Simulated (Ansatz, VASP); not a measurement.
**SnTe: VASP beside Ansatz**

Contents of INCAR:

```
PREC = Accurate ; ENCUT = 520
EDIFF = 1E-6 ; ISMEAR = 0
SIGMA = 0.15 ; LREAL = F
LASPH = T ; NELM = 100
ALGO = Fast ; ISIF = 2
LWAVE = F ; LCHARG = F
GGA = PE ; IVDW = 12
NBANDS = 17
```

Contents of KPOINTS:

```
Automatic mesh
0
Gamma
  12 12 12
```

File POSCAR:

```
SnTe
1.0
    3.9047000000      0.0000000000      0.0000000000
    0.0000000000      3.9047000000      0.0000000000
    0.0000000000      0.0000000000      4.2170760000
Sn Te
1 1
Direct
    0.0000000000      0.0000000000      0.0000000000
    0.5000000000      0.5000000000      0.5000000000
```

Input for Ansatz:

```yaml
crystal:
  lattice:
    - [3.9047, 0.0, 0.0]
    - [0.0, 3.9047, 0.0]
    - [0.0, 0.0, 4.217076]
  atoms:
    - { symbol: Sn, position: [0.0, 0.0, 0.0] }
    - { symbol: Te, position: [0.5, 0.5, 0.5] }
basis:
  ecutwfc: 420
kpoints:
  mp_grid: { grid: [12, 12, 12] }
hamiltonian:
  xc: pbe
  dispersion: d3bj
scf:
  occupations: { method: gaussian, width: 0.15 }
output:
  forces: true
  stress: true
  eigenvalues: true
```

Change from the starting cell: strain +0.000 along x and y, +0.080 along z, atoms carried along.

Alike in both runs: task single point; functional PBE; dispersion D3(BJ); k mesh 12 × 12 × 12; occupations gaussian, width 0.15 eV; no spin polarisation.

```csv
,VASP,Ansatz
version,VASP 6.6.1,Ansatz 0.2.0
potentials or method,"VASP PAW PBE potentials, release 64 (Sn_d, Te)","scalar-relativistic, plane waves, PAW"
plane-wave cutoff (eV),520,420
valence electrons in the cell,20,30
```

|  | VASP | Ansatz | Ansatz less VASP |
| --- | --- | --- | --- |
| gap on the k mesh at the Fermi level (eV) | none | none | - |
| pressure (GPa) | -3.4 | -3.4 | 0.00 |
| largest component of the traceless stress (GPa) | 1.58 | 1.58 | +0.005 |

A gap of «none» marks a metal or a gap that the smearing closes. With one functional, cell and mesh, what is left measures potentials, basis and numerics. The two sets of potentials don't hold the same shells in valence. Ansatz warned: «dispersion_switch_in_reach».

Caveats: pairwise dispersion overbinds metals, which lowers pressure and volume. Spin-orbit coupling is left out, which matters for the levels of Te.
